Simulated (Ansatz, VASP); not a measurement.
**Two plane-wave programs on Se**

```
Se
1.0
     4.50565    0.00000    0.00000
    -2.25283    3.90201    0.00000
     0.00000    0.00000    4.98928
Se
3
Direct
  0.21693 0.00000 0.33333
  0.00000 0.21693 0.66667
  0.78307 0.78307 0.00000
```

Alike in both runs: functional r2SCAN; k mesh 9 × 9 × 6; occupations gaussian, width 0.02 eV; no spin polarisation.

Ansatz relaxed the structure, and its values are those at the end. VASP's run is a single point on that final structure, the one shown.

|  | VASP | Ansatz |
| --- | --- | --- |
| version | VASP 6.6.1 | Ansatz 0.2.0 |
| potentials or method | VASP PAW PBE potentials, release 64 (Se) | scalar-relativistic, plane waves, PAW |
| plane-wave cutoff (eV) | 520 | 500 |
| valence electrons in the cell | 18 | 48 |

|  | VASP | Ansatz | Ansatz less VASP |
| --- | --- | --- | --- |
| gap on the k mesh at the Fermi level (eV) | 1.33 | 1.35 | +0.013 |
| least direct gap on the mesh (eV) | 1.58 | 1.60 | +0.013 |
| pressure (GPa) | 0.0 | 0.0 | -0.04 |
| rms of the force components (eV/Å) | 0.011 | 0.000 | -0.0110 |

With one functional, cell and mesh, what is left measures potentials, basis and numerics. The two sets of potentials don't hold the same shells in valence.

Caveats: the PAW data sets were made with another functional, which shifts forces and pressure a little (VASP); an odd mesh through Γ misses points on the zone boundary, where band edges often lie. r2SCAN opens gaps a little over a GGA but as a rule still falls short of measured ones.
